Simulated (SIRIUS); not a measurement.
Crystal: Ge.

```xyz
2
Lattice="0.0000 2.8289 2.8289 2.8289 0.0000 2.8289 2.8289 2.8289 0.0000" Properties=species:S:1:pos:R:3 pbc="T T T"
Ge    4.2434    4.2434    4.2434
Ge    2.8289    2.8289    2.8289
```

Base run:

| Item | Value |
| --- | --- |
| Program | SIRIUS 7.12.0 |
| Functional | KT2 |
| Potentials or basis | PseudoDojo 0.4.1 PBE standard (scalar relativistic) |
| Cutoff | 1078 eV |
| Density cutoff | 4311 eV |
| k mesh | 8 × 8 × 8 |
| Occupations | fermi-dirac, width 0.05 eV |
| Spin | no spin polarisation |

Its results: band gap on the k mesh 0.20 eV; pressure 1.2 GPa.

Task: The run is repeated on the same cell with these changes: functional from KT2 to OLYP; libxc names from ["XC_GGA_XC_KT2"] to ["XC_GGA_X_OPTX", "XC_GGA_C_LYP"]. What comes out?

Result: Band gap on the k mesh 0.31 eV; pressure 5.5 GPa.

Caveats: the potentials were made for another functional, which shifts forces and pressure.

A k mesh can miss the band edges.

Not every run made on this cell is shown here.
